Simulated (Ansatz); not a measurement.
# Mg (Im-3m) in Ansatz: convergence with scf convergence dr2 threshold

Aim: find how far scf convergence dr2 threshold must go before the results for Mg settle, at PBE. This setting moves, with any that are tied to it; all else stays.

Everything below comes from runs of Ansatz 0.2.0. Logs are shortened: lines on timing, memory, paths and dates and some standing lists are left out, and cuts for length are marked.

## (1) Starting point

It takes space group Im-3m (No. 229, cubic). The conventional cell has a = 3.546 Å, b = 3.546 Å, c = 3.546 Å, α = 90.00°, β = 90.00°, γ = 90.00°. Around Mg (site symmetry m-3m) lie 8 Mg at 3.07 Å.

This isn't the form of Mg at room conditions, which is hcp.

## (2) With scf convergence dr2 threshold 0.01

The input, input.yaml:

```yaml
crystal:
  lattice:
    - [-1.7727644967, 1.7727644967, 1.7727644967]
    - [1.7727644967, -1.7727644967, 1.7727644967]
    - [1.7727644967, 1.7727644967, -1.7727644967]
  atoms:
    - { symbol: Mg, position: [0.0, 0.0, 0.0] }
hamiltonian:
  xc: pbe
  pseudopotentials: { kind: paw }
kpoints:
  mp_grid: { grid: [9, 9, 9] }
scf:
  occupations: { method: gaussian, width: 0.1 }
  convergence: { dr2_threshold: 0.01 }
output:
  forces: true
  stress: true
  eigenvalues: true
```

Potentials or basis: Ansatz PAW.

Run with:

```console
ansatz run input.yaml --threads 2 --pin off --max-ram 5632MiB --backend cpu --events-out ev --progress --plain --runs-dir out
```

Wall time 1.1 s (2 threads of Intel Xeon at 2.50GHz (Skylake/Cascade Lake), shared host); peak memory 0.27 GiB.

Results:

| Item | Value |
| --- | --- |
| Free energy | -1923.7638 eV |
| Pressure | 1.2 GPa |
| Band gap on the k mesh | none (metal or under the smearing width) |

## (3) With scf convergence dr2 threshold 0.001

Changes to input.yaml since step 2:

```diff
@@ -14,3 +14,3 @@
   occupations: { method: gaussian, width: 0.1 }
-  convergence: { dr2_threshold: 0.01 }
+  convergence: { dr2_threshold: 0.001 }
 output:
```

Potentials or basis: Ansatz PAW.

Run with:

```console
ansatz run input.yaml --threads 2 --pin off --max-ram 5632MiB --backend cpu --events-out ev --progress --plain --runs-dir out
```

Run time: 0.97 s. Hardware: 2 threads of Intel Xeon at 2.50GHz (Skylake/Cascade Lake), shared host; peak memory 0.27 GiB.

Results:

* Free energy: -1923.7638 eV
* Pressure: 1.2 GPa
* Band gap on the k mesh: none (metal or under the smearing width)

## (4) With scf convergence dr2 threshold 0.0001

Changes to input.yaml since step 3:

```diff
@@ -14,3 +14,3 @@
   occupations: { method: gaussian, width: 0.1 }
-  convergence: { dr2_threshold: 0.001 }
+  convergence: { dr2_threshold: 0.0001 }
 output:
```

Run with:

```console
ansatz run input.yaml --threads 2 --pin off --max-ram 5632MiB --backend cpu --events-out ev --progress --plain --runs-dir out
```

It took 0.95 s on 2 threads of Intel Xeon at 2.50GHz (Skylake/Cascade Lake), shared host; peak memory 0.27 GiB.

What came out:

```yaml
Free_energy: -1923.7638 eV
Pressure: 1.2 GPa
Band_gap_on_the_k_mesh: none (metal or under the smearing width)
```

## (5) With scf convergence dr2 threshold 1e-05

Changes to input.yaml since step 4:

```diff
@@ -14,3 +14,3 @@
   occupations: { method: gaussian, width: 0.1 }
-  convergence: { dr2_threshold: 0.0001 }
+  convergence: { dr2_threshold: 1.0e-05 }
 output:
```

Run with:

```console
ansatz run input.yaml --threads 2 --pin off --max-ram 5632MiB --backend cpu --events-out ev --progress --plain --runs-dir out
```

Run time: 1 s. Hardware: 2 threads of Intel Xeon at 2.50GHz (Skylake/Cascade Lake), shared host; peak memory 0.27 GiB.

What came out:

```yaml
Free_energy: -1923.7638 eV
Pressure: 1.2 GPa
Band_gap_on_the_k_mesh: none (metal or under the smearing width)
```

## (6) With scf convergence dr2 threshold 1e-06

Changes to input.yaml since step 5:

```diff
@@ -14,3 +14,3 @@
   occupations: { method: gaussian, width: 0.1 }
-  convergence: { dr2_threshold: 1.0e-05 }
+  convergence: { dr2_threshold: 1.0e-06 }
 output:
```

Potentials or basis: Ansatz PAW.

Run with:

```console
ansatz run input.yaml --threads 2 --pin off --max-ram 5632MiB --backend cpu --events-out ev --progress --plain --runs-dir out
```

It took 0.94 s on 2 threads of Intel Xeon at 2.50GHz (Skylake/Cascade Lake), shared host; peak memory 0.27 GiB.

The run converged. Its results:

```
Free energy            : -1923.7638 eV
Pressure               : 1.2 GPa
Band gap on the k mesh : none (metal or under the smearing width)
```

## (7) With scf convergence dr2 threshold 1e-07

Changes to input.yaml since step 6:

```diff
@@ -14,3 +14,3 @@
   occupations: { method: gaussian, width: 0.1 }
-  convergence: { dr2_threshold: 1.0e-06 }
+  convergence: { dr2_threshold: 1.0e-07 }
 output:
```

Run with:

```console
ansatz run input.yaml --threads 2 --pin off --max-ram 5632MiB --backend cpu --events-out ev --progress --plain --runs-dir out
```

Wall time 0.99 s (2 threads of Intel Xeon at 2.50GHz (Skylake/Cascade Lake), shared host); peak memory 0.27 GiB.

Results (log left out):

```yaml
Free_energy: -1923.7638 eV
Pressure: 1.2 GPa
Band_gap_on_the_k_mesh: none (metal or under the smearing width)
```

## (8) With scf convergence dr2 threshold 1e-09

Changes to input.yaml since step 7:

```diff
@@ -14,3 +14,3 @@
   occupations: { method: gaussian, width: 0.1 }
-  convergence: { dr2_threshold: 1.0e-07 }
+  convergence: { dr2_threshold: 1.0e-09 }
 output:
```

Run with:

```console
ansatz run input.yaml --threads 2 --pin off --max-ram 5632MiB --backend cpu --events-out ev --progress --plain --runs-dir out
```

Run time: 0.95 s. Hardware: 2 threads of Intel Xeon at 2.50GHz (Skylake/Cascade Lake), shared host; peak memory 0.27 GiB.

The run converged. Its results:

* Free energy: -1923.7638 eV
* Pressure: 1.2 GPa
* Band gap on the k mesh: none (metal or under the smearing width)

## (9) With scf convergence dr2 threshold 1e-11

Changes to input.yaml since step 8:

```diff
@@ -14,3 +14,3 @@
   occupations: { method: gaussian, width: 0.1 }
-  convergence: { dr2_threshold: 1.0e-09 }
+  convergence: { dr2_threshold: 1.0e-11 }
 output:
```

Potentials or basis: Ansatz PAW.

Run with:

```console
ansatz run input.yaml --threads 2 --pin off --max-ram 5632MiB --backend cpu --events-out ev --progress --plain --runs-dir out
```

What it wrote:

```text
Warning: RAYON_NUM_THREADS=2 ignored (pool sized by the plan → 2); use --threads N
Engine: ansatz 0.2.0, x86_64-unknown-linux-gnu
Pseudopotentials: kind: paw
Pseudopotential: Mg, paw, valence charge 10, recommended cutoff 420 eV (normal), Mg.paw.azcp
Functional definition: PBE
  parameter kappa = 0.804
  parameter beta = 0.06672455060314922
  exchange = pbe_x(kappa = kappa, mu = beta*pi^2/3)
  correlation = pbe_c(beta = beta)
Crystal: 1 atoms, lattice volume = 22.285 Å³
Basis set: ecut = 420 eV, 429 PW (Γ), exchange–correlation on 48×48×48 points (8 copies of the dense FFT grid, shifted against one another)
Bands: 9, of which v1, the nominal top of the filled ones, is band 5 counted from 1 (4 counted from 0)
Symmetry: 48 space group operations
Space group: Im-3m (ITA 229), of the structure as read, at distance tolerance 2.8e-5 Å
k-points: 35 of 729
Non-local potential: Mg, projectors of the file, l = 0: 3, l = 1: 2, l = 2: 1
PAW form: soft (Blöchl's): semilocal exchange-correlation on the pseudo side does not see the compensation charge
PAW one-centre angular grid: Mg, 110 points (default); XC on 64 Gauss nodes
Initial density: superposition of atomic densities (neutral atoms: chi_scale 0, normalization atom), corrected by the library's trained network
Initial wavefunctions: pseudopotential atomic-orbital guess
Functional: x = pbe(κ = 0.804, μ = 0.2195149727645171), c = pbe(β = 0.06672455060314922)
SCF iter   1: F=—  HF=-1923.763703 eV  |F-HF|=—  |Δ(HF+E_count)|=         —  Δρ=3.46e-4  dr2=1.55e-5  ethr=1.77e-3  ⟨swp⟩=5.4  Hψ=2193  notcnv=0
preconditioner: auto → none  [insulator: Δε(μ)=0.113 eV  Ē_g=10.208 eV  σ=0.100 eV  W_gap=0.57  n_scr=0 (ndim 8)  ℏωp=11.1 eV  f_vac=0.000  D(μ)=0.41/eV (n_scr^D=0)  ε∞_Penn≈2.2]
SCF iter   2: F=—  HF=-1923.763784 eV  |F-HF|=—  |Δ(HF+E_count)|=   8.01e-5  Δρ=1.91e-4  dr2=3.53e-6  ethr=1.55e-7  ⟨swp⟩=2.8  Hψ=801  notcnv=0
SCF iter   3: F=—  HF=-1923.763787 eV  |F-HF|=—  |Δ(HF+E_count)|=   3.46e-6  Δρ=5.42e-5  dr2=3.01e-7  ethr=3.53e-8  ⟨swp⟩=2.0  Hψ=451  notcnv=0
SCF iter   4: F=—  HF=-1923.763787 eV  |F-HF|=—  |Δ(HF+E_count)|=   2.05e-7  Δρ=2.19e-5  dr2=3.11e-8  ethr=3.01e-9  ⟨swp⟩=2.1  Hψ=486  notcnv=0
SCF iter   5: F=—  HF=-1923.763787 eV  |F-HF|=—  |Δ(HF+E_count)|=   4.33e-8  Δρ=1.22e-6  dr2=8.48e-11  ethr=3.11e-10  ⟨swp⟩=2.0  Hψ=457  notcnv=0
SCF iter   6: F=-1923.763787 eV  HF=-1923.763787 eV  |F-HF|=9.09e-13  |Δ(HF+E_count)|=  1.18e-10  Δρ=5.86e-8  dr2=4.93e-13  ethr=1.00e-12  ⟨swp⟩=5.8  Hψ=1171  notcnv=0
SCF 1 converged in 6 iterations: F = -1923.763787 eV  dr2 = 4.93e-13
SCF converged after 6 iterations
Free energy (F): -1923.763787 eV
Harris-Foulkes:  -1923.763787 eV  (|F-HF|=9.09e-13)
Internal energy: -1923.761718 eV  (E = F + TS)
E sigma→0 (E₀):  -1923.762752 eV
Entropy (-TS):   -0.002069 eV (-2.069 meV/atom)
Fermi energy:    6.012128 eV
--- Per-component energies (eV) ---
  E_band       = -354.922694
  E_kinetic    = 75.021186
  E_local      = -1608.302193  (includes V_loc(G=0)·N_el)
  E_nonlocal   = 95.733446
  E_hartree    = 573.809751
  E_xc         = -28.524456
  E_vxc        = -36.802330  (∫ρ·V_xc dr)
  E_paw        = -292.488830  (= ΣΔE_a)
  E_vpaw       = -28.192291  (= ΣTr[D̂ρ^β])
  E_aug_tail   = -0.000003  (compensation charges beyond the density's cutoff)
  E_ewald      = -739.010618
  E_smearing   = -0.002069  (= −TS)
  E_closure    = 0.000000  (closes the sum)
  Σ components = -1923.763787   (vs F -1923.763787, Δ=0.00e0)
--- Forces (eV/Å), atoms counted from 1 ---
  atom   1  Mg     0.00000000     0.00000000    -0.00000000
  max |Σ_I F_I| component: 3.39e-32 eV/Å
--- Stress (GPa, compression-positive) ---
        1.172088       0.000000       0.000000
       -0.000000       1.172088      -0.000000
        0.000000      -0.000000       1.172088
  P = ⅓ Tr σ = 1.1721 GPa (11.721 kbar)
--- Band table (eV; the first three rows and the last of 35) ---
  k-point 0: bands = ["-70.0850", "-36.8196", "-36.8196", "-36.8196", "-1.1581", "19.1140", "19.1140", "19.1140", "21.1628"]
  k-point 1: bands = ["-70.0845", "-36.8240", "-36.8212", "-36.8196", "-0.8609", "16.3895", "17.9333", "18.0990", "19.4353"]
  k-point 2: bands = ["-70.0834", "-36.8349", "-36.8250", "-36.8195", "0.0244", "12.5465", "16.3808", "16.8445", "17.9051"]
  k-point 34: bands = ["-70.0785", "-36.8470", "-36.8464", "-36.8464", "7.8196", "9.9844", "9.9844", "10.0700", "11.6309"]
```

Run time: 0.95 s. Hardware: 2 threads of Intel Xeon at 2.50GHz (Skylake/Cascade Lake), shared host; peak memory 0.27 GiB.

What came out:

| Item | Value |
| --- | --- |
| Free energy | -1923.7638 eV |
| Pressure | 1.2 GPa |
| Band gap on the k mesh | none (metal or under the smearing width) |

## (10) The series at a glance

```tsv
scf convergence dr2 threshold	energy less the tightest run, at zero smearing (meV/atom)	SCF cycles	CPU time (s)	peak memory (GiB)
0.01	0.00	6	1.5	0.27
0.001	0.00	6	1.4	0.27
0.0001	0.00	6	1.3	0.27
1e-05	0.00	6	1.4	0.27
1e-06	0.00	6	1.3	0.27
1e-07	0.00	6	1.4	0.27
1e-09	0.00	6	1.3	0.27
1e-11	0.00	6	1.3	0.27
```

Against the tightest run, the energy stays within 1 meV/atom from 0.01 on. The tightest run that finished is the yardstick and may itself not be fully converged.
